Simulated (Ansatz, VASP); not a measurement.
**Mo: VASP beside Ansatz**

```
Mo
1.0
    -1.57342    1.57342    1.57342
     1.57342   -1.57342    1.57342
     1.57342    1.57342   -1.57342
Mo
1
Direct
  0.00000 0.00000 0.00000
```

Alike in both runs: task single point; functional PBE; k mesh 18 × 18 × 18; occupations gaussian, width 0.05 eV; no spin polarisation.

|  | VASP | Ansatz |
| --- | --- | --- |
| version | VASP 6.6.1 | Ansatz 0.2.0 |
| potentials or method | VASP PAW PBE potentials, release 64 (Mo_sv) | scalar-relativistic, plane waves, PAW |
| plane-wave cutoff (eV) | 520 | 420 |
| valence electrons in the cell | 14 | 14 |

```csv
,VASP,Ansatz,Ansatz less VASP
pressure (GPa),3.9,3.4,-0.54
```
